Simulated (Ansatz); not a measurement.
# PbO2 (Fm-3m) in Ansatz: further runs

One crystal, PbO2, is run at these levels: r2SCAN; tasks: band structure, single point, equation of state.

All numbers are computed with Ansatz 0.2.0; they aren't measurements. Logs are shortened: lines on timing, memory, paths and dates and some standing lists are left out, and cuts for length are marked.

### 1 Starting point

Symmetry: Fm-3m, No. 225, cubic system. The conventional cell has a = 5.404 Å, b = 5.404 Å, c = 5.404 Å, α = 90.00°, β = 90.00°, γ = 90.00°. Pb (site symmetry m-3m) has 8 O at 2.34 Å as nearest neighbours. O (site symmetry -43m) has 4 Pb at 2.34 Å as nearest neighbours.

The cell comes from a database or a generator and needn't be the stable form of this composition.

### 2 Band structure, r2SCAN

input.yaml reads:

```yaml
crystal:
  lattice:
    - [0.0, 2.701992, 2.701992]
    - [2.701992, 0.0, 2.701992]
    - [2.701992, 2.701992, 0.0]
  atoms:
    - { symbol: Pb, position: [0.0, 0.0, 0.0] }
    - { symbol: O, position: [0.75, 0.75, 0.75] }
    - { symbol: O, position: [0.25, 0.25, 0.25] }
hamiltonian:
  xc: r2scan
  pseudopotentials: { kind: paw }
kpoints:
  mp_grid: { grid: [9, 9, 9] }
  band_path:
    path:
      - [[0.0, 0.0, 0.0], [0.5, 0.0, 0.5], [0.5, 0.25, 0.75], [0.375, 0.375, 0.75], [0.0, 0.0, 0.0], [0.5, 0.5, 0.5], [0.625, 0.25, 0.625], [0.5, 0.25, 0.75], [0.5, 0.5, 0.5], [0.375, 0.375, 0.75]]
      - [[0.625, 0.25, 0.625], [0.5, 0.0, 0.5]]
    npoints: 14
scf:
  occupations: { method: fermi_dirac, width: 0.05 }
  n_extra_bands: 7
output:
  forces: true
  stress: true
  eigenvalues: true
  fatbands: false
  write_density: true
  write_potential: true
  elf: true
  volumetric_format: npy
```

Potentials or basis: Ansatz PAW.

On the command line:

```bash
> ansatz run input.yaml --threads 2 --pin off --max-ram 5632MiB --backend cpu --events-out ev --progress --plain --runs-dir out
```

The log of the run:

```text
Warning: RAYON_NUM_THREADS=2 ignored (pool sized by the plan → 2); use --threads N
scf.n_extra_bands = 7 over 13 filled bands (N_el = 26.0): the run solves 20 bands
Engine: ansatz 0.2.0, x86_64-unknown-linux-gnu
Pseudopotentials: kind: paw
Pseudopotential: Pb, paw, valence charge 14, recommended cutoff 500 eV (meta_gga), Pb.paw.azcp
Pseudopotential: O, paw, valence charge 6, recommended cutoff 500 eV (meta_gga), O.paw.azcp
Functional definition: r2SCAN
  parameter k0 = 0.174
  parameter k1 = 0.065
  parameter a1 = 4.9479
  exchange = r2scan_x(k0 = k0, k1 = k1, a1 = a1)
  correlation = r2scan_c
Crystal: 3 atoms, lattice volume = 39.453 Å³
Basis set: ecut = 500 eV, 965 PW (Γ), exchange–correlation on 120×120×120 points (64 copies of the dense FFT grid, shifted against one another)
Bands: 20, of which v1, the nominal top of the filled ones, is band 13 counted from 1 (12 counted from 0)
Symmetry: 48 space group operations
Space group: Fm-3m (ITA 225), of the structure as read, at distance tolerance 3.4e-5 Å
k-points: 35 of 729
Non-local potential: Pb, projectors of the file, l = 0: 2, l = 1: 2, l = 2: 2, l = 3: 2
Non-local potential: O, projectors of the file, l = 0: 2, l = 1: 2, l = 2: 1
PAW form: soft (Blöchl's): semilocal exchange-correlation on the pseudo side does not see the compensation charge
PAW frozen core: Pb, regenerated for the run's functional (the file was generated under x = pbe(κ = 0.804, μ = 0.2195149727645171), c = pbe(β = 0.06672455060314922))
PAW frozen core: O, regenerated for the run's functional (the file was generated under x = pbe(κ = 0.804, μ = 0.2195149727645171), c = pbe(β = 0.06672455060314922))
PAW one-centre angular grid: Pb, 590 points (default); XC on 160 Gauss nodes
PAW one-centre angular grid: O, 302 points (default); XC on 160 Gauss nodes
Initial density: superposition of atomic densities (neutral atoms: chi_scale 0, normalization atom), corrected by the library's trained network
Initial wavefunctions: pseudopotential atomic-orbital guess
Functional: x = r2scan, c = r2scan; τ floored in thin density (d = 2e-4 eV/Å³)
SCF iter   1: F=—  HF=-13055.274894 eV  |F-HF|=—  |Δ(HF+E_count)|=         —  Δρ=1.15e-2  dr2=4.03e-2  dr2_τ=7.47e-2  ethr=1.77e-3  ⟨swp⟩=6.1  Hψ=3792  notcnv=0  defer=3
preconditioner: auto → none  [insulator: Δε(μ)=0.780 eV  Ē_g=21.251 eV  σ=0.050 eV  W_gap=0.75  n_scr=14 (ndim 8)  ℏωp=30.1 eV  f_vac=0.058  D(μ)=0.68/eV (n_scr^D=0)  ε∞_Penn≈3.0]
SCF iter   2: F=—  HF=-13055.315358 eV  |F-HF|=—  |Δ(HF+E_count)|=   4.05e-2  Δρ=6.59e-3  dr2=6.51e-3  dr2_τ=1.50e-3  ethr=1.55e-4  ⟨swp⟩=3.2  Hψ=1642  notcnv=0  defer=79
SCF iter   3: F=—  HF=-13055.314771 eV  |F-HF|=—  |Δ(HF+E_count)|=   5.87e-4  Δρ=2.38e-3  dr2=1.94e-3  dr2_τ=1.80e-4  ethr=2.50e-5  ⟨swp⟩=2.6  Hψ=1123  notcnv=0  defer=79
SCF iter   4: F=—  HF=-13055.314445 eV  |F-HF|=—  |Δ(HF+E_count)|=   3.26e-4  Δρ=3.40e-4  dr2=3.55e-5  dr2_τ=2.47e-6  ethr=7.44e-6  ⟨swp⟩=2.2  Hψ=808  notcnv=0  defer=79
SCF iter   5: F=—  HF=-13055.314441 eV  |F-HF|=—  |Δ(HF+E_count)|=   3.98e-6  Δρ=4.61e-5  dr2=3.66e-7  dr2_τ=5.53e-8  ethr=1.36e-7  ⟨swp⟩=2.1  Hψ=861  notcnv=0  defer=79
SCF iter   6: F=-13055.314441 eV  HF=-13055.314441 eV  |F-HF|=6.70e-8  |Δ(HF+E_count)|=   1.85e-7  Δρ=1.74e-5  dr2=9.52e-8  dr2_τ=8.94e-9  ethr=3.85e-10  ⟨swp⟩=15.4  Hψ=5636  notcnv=0
SCF 1 converged in 6 iterations: F = -13055.314441 eV  dr2 = 9.52e-8
NSCF: frozen V_eff on 142 k-points
SCF converged after 6 iterations
Free energy (F): -13055.314441 eV
Harris-Foulkes:  -13055.314441 eV  (|F-HF|=6.70e-8)
Internal energy: -13055.308443 eV  (E = F + TS)
E sigma→0 (E₀):  -13055.311442 eV
Entropy (-TS):   -0.005999 eV (-2.000 meV/atom)
Fermi energy:    9.272366 eV
--- Per-component energies (eV) ---
  E_band       = -24.448995
  E_kinetic    = 639.423011
  E_local      = -1509.593860  (includes V_loc(G=0)·N_el)
  E_nonlocal   = 451.647637
  E_hartree    = 577.374896
  E_xc         = -348.586568
  E_vxc        = -347.478349  (∫ρ·V_xc dr)
  E_paw        = -10765.873110  (= ΣΔE_a)
  E_vpaw       = -436.393253  (= ΣTr[D̂ρ^β])
  E_aug_tail   = 0.002115  (compensation charges beyond the density's cutoff)
  E_vtau       = 23.185785  (kinetic-family band-sum trace: ∫τ·v_τ [+ j·A + Jᵃ·Aᵃ] dr)
  E_ewald      = -2100.604185
  E_core_change = 0.901621  (= ΣΔE_core)
  E_smearing   = -0.005999  (= −TS)
  E_closure    = 0.000000  (closes the sum)
  Σ components = -13055.314441   (vs F -13055.314441, Δ=0.00e0)
--- Forces (eV/Å), atoms counted from 1 ---
  atom   1  Pb    -0.00000000     0.00000000     0.00000000
  atom   2  O      0.00000000     0.00000000    -0.00000000
  atom   3  O     -0.00000000    -0.00000000     0.00000000
  max |Σ_I F_I| component: 4.63e-18 eV/Å
--- Stress (GPa, compression-positive) ---
       -6.654854       0.000000       0.000000
        0.000000      -6.654854      -0.000000
       -0.000000      -0.000000      -6.654854
  P = ⅓ Tr σ = -6.6549 GPa (-66.549 kbar)
--- Band table (eV; the first three rows and the last of 35) ---
  k-point 0: bands = ["-10.1785", "-7.4537", "-6.9225", "-6.9225", "-6.9225", "-6.6922", "-6.6922", "6.8373", "7.2506", "7.2506", "7.2506", "8.0467", "8.0467", "8.0467", "16.9163", "16.9163", "16.9163", "21.2466", "25.8009", "25.8009"]
  k-point 1: bands = ["-10.0821", "-7.8713", "-6.9080", "-6.9080", "-6.6932", "-6.6932", "-6.4922", "5.7511", "7.0635", "7.1513", "7.1513", "8.0241", "8.0241", "9.1731", "16.5896", "17.1780", "17.1780", "22.2691", "25.6810", "25.6810"]
  k-point 2: bands = ["-9.8361", "-8.3506", "-6.8771", "-6.8771", "-6.6890", "-6.6890", "-5.9882", "4.3898", "6.6915", "6.9146", "6.9146", "7.9610", "7.9610", "10.5276", "16.3352", "17.8784", "17.8784", "24.1445", "25.4572", "25.4572"]
  k-point 34: bands = ["-9.1500", "-9.1061", "-6.7633", "-6.6821", "-6.6735", "-6.0386", "-5.7233", "1.3281", "4.5298", "6.3519", "7.0075", "8.8361", "9.2202", "11.8250", "17.8677", "18.9382", "19.1898", "21.0407", "26.1292", "27.6568"]
```

Wall time 2.2 s (2 threads of Intel Xeon 6975P-C (Granite Rapids), shared host); peak memory 0.5 GiB.

What came out:

```yaml
Free_energy: -13055.3144 eV
Pressure: -6.7 GPa
Band_gap_on_the_k_mesh: none (metal or under the smearing width)
```

Levels at the corners of the path, in eV from the Fermi level:
| point | band 11 | band 12 | band 13 | band 14 | band 15 | band 16 |
| --- | --- | --- | --- | --- | --- | --- |
| Γ | -2.02 | -1.23 | -1.23 | -1.23 | 7.64 | 7.64 |
| X | -0.25 | -0.14 | -0.14 | 1.98 | 6.88 | 9.78 |
| W | -2.59 | -0.40 | 0.02 | 2.57 | 9.26 | 9.26 |
| K | -1.30 | -0.50 | -0.24 | 2.47 | 8.25 | 9.39 |
| Γ | -2.02 | -1.23 | -1.23 | -1.23 | 7.64 | 7.64 |
| L | -2.79 | -1.45 | -1.45 | 2.88 | 7.62 | 10.28 |
| U | -1.30 | -0.50 | -0.24 | 2.47 | 8.25 | 9.39 |
| W | -2.59 | -0.40 | 0.02 | 2.57 | 9.26 | 9.26 |
| L | -2.79 | -1.45 | -1.45 | 2.88 | 7.62 | 10.28 |
| K | -1.30 | -0.50 | -0.24 | 2.47 | 8.25 | 9.39 |
| U | -1.30 | -0.50 | -0.24 | 2.47 | 8.25 | 9.39 |
| X | -0.25 | -0.14 | -0.14 | 1.98 | 6.88 | 9.78 |

Caveat: spin-orbit coupling is left out, which moves the levels of the heavy elements; the PAW data sets come from PBE, with cores solved anew for the run's functional, which leaves a small shift of forces and pressure.

### 3 Single point, r2SCAN, 12.36 Å³/atom (volume scaled by 0.94)

input.yaml reads:

```yaml
crystal:
  lattice:
    - [0.0, 2.6468338291, 2.6468338291]
    - [2.6468338291, 0.0, 2.6468338291]
    - [2.6468338291, 2.6468338291, 0.0]
  atoms:
    - { symbol: Pb, position: [0.0, 0.0, 0.0] }
    - { symbol: O, position: [0.75, 0.75, 0.75] }
    - { symbol: O, position: [0.25, 0.25, 0.25] }
hamiltonian:
  xc: r2scan
  pseudopotentials: { kind: paw }
kpoints:
  mp_grid: { grid: [9, 9, 9] }
scf:
  occupations: { method: fermi_dirac, width: 0.05 }
output:
  forces: true
  stress: true
  eigenvalues: true
```

Potentials or basis: Ansatz PAW.

On the command line:

```bash
> ansatz run input.yaml --threads 2 --pin off --max-ram 5632MiB --backend cpu --events-out ev --progress --plain --runs-dir out
```

The log of the run:

```text
Warning: RAYON_NUM_THREADS=2 ignored (pool sized by the plan → 2); use --threads N
[... 10 set-up lines as earlier in the session ...]
Crystal: 3 atoms, lattice volume = 37.086 Å³
Basis set: ecut = 500 eV, 941 PW (Γ), exchange–correlation on 120×120×120 points (64 copies of the dense FFT grid, shifted against one another)
Bands: 17, of which v1, the nominal top of the filled ones, is band 13 counted from 1 (12 counted from 0)
[... 1 set-up line as earlier in the session ...]
Space group: Fm-3m (ITA 225), of the structure as read, at distance tolerance 3.3e-5 Å
k-points: 35 of 729
[... 7 set-up lines as earlier in the session ...]
[... 13 lines left out ...]
SCF converged after 7 iterations
Free energy (F): -13055.349819 eV
Harris-Foulkes:  -13055.349819 eV  (|F-HF|=2.25e-8)
Internal energy: -13055.345957 eV  (E = F + TS)
E sigma→0 (E₀):  -13055.347888 eV
Entropy (-TS):   -0.003862 eV (-1.287 meV/atom)
Fermi energy:    10.393510 eV
--- Per-component energies (eV) ---
  E_band       = -0.178664
  E_kinetic    = 643.824958
  E_local      = -1450.196036  (includes V_loc(G=0)·N_el)
  E_nonlocal   = 452.510877
  E_hartree    = 559.165779
  E_xc         = -349.311127
  E_vxc        = -348.373711  (∫ρ·V_xc dr)
  E_paw        = -10767.864598  (= ΣΔE_a)
  E_vpaw       = -439.345711  (= ΣTr[D̂ρ^β])
  E_aug_tail   = 0.001880  (compensation charges beyond the density's cutoff)
  E_vtau       = 23.063348  (kinetic-family band-sum trace: ∫τ·v_τ [+ j·A + Jᵃ·Aᵃ] dr)
  E_ewald      = -2144.379311
  E_core_change = 0.901621  (= ΣΔE_core)
  E_smearing   = -0.003862  (= −TS)
  E_closure    = -0.000000  (closes the sum)
  Σ components = -13055.349819   (vs F -13055.349819, Δ=0.00e0)
--- Forces (eV/Å), atoms counted from 1 ---
  atom   1  Pb    -0.00000000     0.00000000     0.00000000
  atom   2  O      0.00000000     0.00000000     0.00000000
  atom   3  O      0.00000000     0.00000000     0.00000000
  max |Σ_I F_I| component: 2.31e-17 eV/Å
--- Stress (GPa, compression-positive) ---
        2.375553       0.000000      -0.000000
       -0.000000       2.375553       0.000000
        0.000000      -0.000000       2.375553
  P = ⅓ Tr σ = 2.3756 GPa (23.756 kbar)
--- Band table (eV; the first three rows and the last of 35) ---
  k-point 0: bands = ["-9.6206", "-6.5037", "-5.9467", "-5.9467", "-5.9467", "-5.6407", "-5.6407", "8.2121", "8.2121", "8.2121", "8.4131", "8.9858", "8.9858", "8.9858", "18.1859", "18.1859", "18.1859"]
  k-point 1: bands = ["-9.5126", "-6.9866", "-5.9283", "-5.9283", "-5.6422", "-5.6422", "-5.4422", "6.9398", "8.0639", "8.0907", "8.0907", "8.9710", "8.9710", "10.4264", "17.8484", "18.4741", "18.4741"]
  k-point 2: bands = ["-9.2338", "-7.5275", "-5.8887", "-5.8887", "-5.6379", "-5.6379", "-4.8599", "5.4402", "7.6214", "7.8056", "7.8056", "8.9212", "8.9212", "11.9104", "17.6043", "19.2487", "19.2487"]
  k-point 34: bands = ["-8.4194", "-8.3758", "-5.7366", "-5.6416", "-5.6200", "-4.9227", "-4.5606", "2.0552", "5.2134", "7.1909", "7.9057", "9.8270", "10.2933", "13.2984", "19.2908", "20.5110", "20.5676"]
```

It took 1.1 s on 2 threads of Intel Xeon 6975P-C (Granite Rapids), shared host; peak memory 0.46 GiB.

What came out:

```
Free energy            : -13055.3498 eV
Pressure               : 2.4 GPa
Band gap on the k mesh : none (metal or under the smearing width)
```

Caveat: the PAW data sets come from PBE, with cores solved anew for the run's functional, which leaves a small shift of forces and pressure.

### 4 Single point, r2SCAN, 12.63 Å³/atom (volume scaled by 0.96)

input.yaml: that of step 3 with these lines changed.

```diff
@@ -2,5 +2,5 @@
   lattice:
-    - [0.0, 2.6468338291, 2.6468338291]
-    - [2.6468338291, 0.0, 2.6468338291]
-    - [2.6468338291, 2.6468338291, 0.0]
+    - [0.0, 2.6654741181, 2.6654741181]
+    - [2.6654741181, 0.0, 2.6654741181]
+    - [2.6654741181, 2.6654741181, 0.0]
   atoms:
```

On the command line:

```bash
> ansatz run input.yaml --threads 2 --pin off --max-ram 5632MiB --backend cpu --events-out ev --progress --plain --runs-dir out
```

Wall time 1.1 s (2 threads of Intel Xeon 6975P-C (Granite Rapids), shared host); peak memory 0.49 GiB.

The run converged. Its results:

```
Free energy            : -13055.3531 eV
Pressure               : -1.0 GPa
Band gap on the k mesh : none (metal or under the smearing width)
```

Caveat: the PAW data sets come from PBE, with cores solved anew for the run's functional, which leaves a small shift of forces and pressure.

### 5 Single point, r2SCAN, 12.89 Å³/atom (volume scaled by 0.98)

input.yaml: that of step 4 with these lines changed.

```diff
@@ -2,5 +2,5 @@
   lattice:
-    - [0.0, 2.6654741181, 2.6654741181]
-    - [2.6654741181, 0.0, 2.6654741181]
-    - [2.6654741181, 2.6654741181, 0.0]
+    - [0.0, 2.6838572791, 2.6838572791]
+    - [2.6838572791, 0.0, 2.6838572791]
+    - [2.6838572791, 2.6838572791, 0.0]
   atoms:
```

On the command line:

```bash
> ansatz run input.yaml --threads 2 --pin off --max-ram 5632MiB --backend cpu --events-out ev --progress --plain --runs-dir out
```

Wall time 1 s (2 threads of Intel Xeon 6975P-C (Granite Rapids), shared host); peak memory 0.5 GiB.

Results (log left out):

```yaml
Free_energy: -13055.3407 eV
Pressure: -4.0 GPa
Band_gap_on_the_k_mesh: none (metal or under the smearing width)
```

Caveat: the PAW data sets come from PBE, with cores solved anew for the run's functional, which leaves a small shift of forces and pressure.

### 6 Single point, r2SCAN, 13.15 Å³/atom

input.yaml: that of step 5 with these lines changed.

```diff
@@ -2,5 +2,5 @@
   lattice:
-    - [0.0, 2.6838572791, 2.6838572791]
-    - [2.6838572791, 0.0, 2.6838572791]
-    - [2.6838572791, 2.6838572791, 0.0]
+    - [0.0, 2.701992, 2.701992]
+    - [2.701992, 0.0, 2.701992]
+    - [2.701992, 2.701992, 0.0]
   atoms:
@@ -20 +20,5 @@
   eigenvalues: true
+  write_density: true
+  write_potential: true
+  elf: true
+  volumetric_format: npy
```

Potentials or basis: Ansatz PAW.

On the command line:

```bash
> ansatz run input.yaml --threads 2 --pin off --max-ram 5632MiB --backend cpu --events-out ev --progress --plain --runs-dir out
```

Wall time 1.3 s (2 threads of Intel Xeon 6975P-C (Granite Rapids), shared host); peak memory 0.47 GiB.

Results (log left out):

```yaml
Free_energy: -13055.3144 eV
Pressure: -6.7 GPa
Band_gap_on_the_k_mesh: none (metal or under the smearing width)
```

Caveat: the PAW data sets come from PBE, with cores solved anew for the run's functional, which leaves a small shift of forces and pressure.

### 7 Single point, r2SCAN, 13.41 Å³/atom (volume scaled by 1.02)

input.yaml: that of step 6 with these lines changed.

```diff
@@ -2,5 +2,5 @@
   lattice:
-    - [0.0, 2.701992, 2.701992]
-    - [2.701992, 0.0, 2.701992]
-    - [2.701992, 2.701992, 0.0]
+    - [0.0, 2.7198865082, 2.7198865082]
+    - [2.7198865082, 0.0, 2.7198865082]
+    - [2.7198865082, 2.7198865082, 0.0]
   atoms:
```

On the command line:

```bash
> ansatz run input.yaml --threads 2 --pin off --max-ram 5632MiB --backend cpu --events-out ev --progress --plain --runs-dir out
```

Wall time 1.3 s (2 threads of Intel Xeon 6975P-C (Granite Rapids), shared host); peak memory 0.5 GiB.

Results (log left out):

```
Free energy            : -13055.2756 eV
Pressure               : -9.1 GPa
Band gap on the k mesh : none (metal or under the smearing width)
```

Caveat: the PAW data sets come from PBE, with cores solved anew for the run's functional, which leaves a small shift of forces and pressure.

### 8 Single point, r2SCAN, 13.68 Å³/atom (volume scaled by 1.04)

input.yaml: that of step 7 with these lines changed.

```diff
@@ -2,5 +2,5 @@
   lattice:
-    - [0.0, 2.7198865082, 2.7198865082]
-    - [2.7198865082, 0.0, 2.7198865082]
-    - [2.7198865082, 2.7198865082, 0.0]
+    - [0.0, 2.7375486038, 2.7375486038]
+    - [2.7375486038, 0.0, 2.7375486038]
+    - [2.7375486038, 2.7375486038, 0.0]
   atoms:
@@ -20,5 +20 @@
   eigenvalues: true
-  write_density: true
-  write_potential: true
-  elf: true
-  volumetric_format: npy
```

On the command line:

```bash
> ansatz run input.yaml --threads 2 --pin off --max-ram 5632MiB --backend cpu --events-out ev --progress --plain --runs-dir out
```

Wall time 1.1 s (2 threads of Intel Xeon 6975P-C (Granite Rapids), shared host); peak memory 0.5 GiB.

It converged, with:

- Free energy: -13055.2257 eV
- Pressure: -11.2 GPa
- Band gap on the k mesh: none (metal or under the smearing width)

Caveat: the PAW data sets come from PBE, with cores solved anew for the run's functional, which leaves a small shift of forces and pressure.

### 9 Single point, r2SCAN, 13.94 Å³/atom (volume scaled by 1.06)

input.yaml: that of step 8 with these lines changed.

```diff
@@ -2,5 +2,5 @@
   lattice:
-    - [0.0, 2.7375486038, 2.7375486038]
-    - [2.7375486038, 0.0, 2.7375486038]
-    - [2.7375486038, 2.7375486038, 0.0]
+    - [0.0, 2.7549856893, 2.7549856893]
+    - [2.7549856893, 0.0, 2.7549856893]
+    - [2.7549856893, 2.7549856893, 0.0]
   atoms:
```

Potentials or basis: Ansatz PAW.

On the command line:

```bash
> ansatz run input.yaml --threads 2 --pin off --max-ram 5632MiB --backend cpu --events-out ev --progress --plain --runs-dir out
```

Wall time 1.1 s (2 threads of Intel Xeon 6975P-C (Granite Rapids), shared host); peak memory 0.5 GiB.

Results (log left out):

```
Free energy            : -13055.1660 eV
Pressure               : -13.0 GPa
Band gap on the k mesh : none (metal or under the smearing width)
```

Caveat: the PAW data sets come from PBE, with cores solved anew for the run's functional, which leaves a small shift of forces and pressure.

### 10 Equation of state, r2SCAN

No new run: the results of the series are fitted here.

Results:

```yaml
Equilibrium_volume: 12.55 Å³/atom
Bulk_modulus: 157 GPa
Pressure_derivative_of_the_bulk_modulus: 4.5
```

Energy against volume, from the lowest point:
```csv
volume (Å³/atom),energy (meV/atom)
12.362,1.08
12.625,0.00
12.888,4.11
13.151,12.87
13.414,25.81
13.677,42.45
13.940,62.34
```

Caveat: the PAW data sets were made with another functional, which shifts forces and pressure a little.
